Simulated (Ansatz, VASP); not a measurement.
## Mg2Ge in VASP and in Ansatz

```
CELL_PARAMETERS angstrom
0.00000 3.21096 3.21096
3.21096 0.00000 3.21096
3.21096 3.21096 0.00000
ATOMIC_POSITIONS crystal
Mg 0.25000 0.25000 0.25000
Mg 0.75000 0.75000 0.75000
Ge 0.00000 0.00000 0.00000
```

Alike in both runs: functional PBE; k mesh 10 × 10 × 10; occupations gaussian, width 0.01 eV; no spin polarisation.

Ansatz relaxed the structure, and its values are those at the end. VASP's run is a single point on that final structure, the one shown.

|  | VASP | Ansatz |
| --- | --- | --- |
| version | VASP 6.6.1 | Ansatz 0.2.0 |
| potentials or method | VASP PAW PBE potentials, release 64 (Mg, Ge_d) | scalar-relativistic, plane waves, PAW |
| plane-wave cutoff (eV) | 520 | 420 |
| valence electrons in the cell | 18 | 34 |

Ansatz gave:

* gap on the k mesh at the Fermi level (eV): 0.17
* least direct gap on the mesh (eV): 0.95
* pressure (GPa): 0.0

Task: Estimate VASP's values.

Result: gap on the k mesh at the Fermi level (eV): 0.16; least direct gap on the mesh (eV): 0.94; pressure (GPa): -0.2.

The functional is the same, so the differences come from potentials, cutoffs and numerics. The two sets of potentials don't hold the same shells in valence.

A k mesh can miss the band edges. Expect the measured gap to be larger: semilocal functionals such as PBE lack the derivative discontinuity.
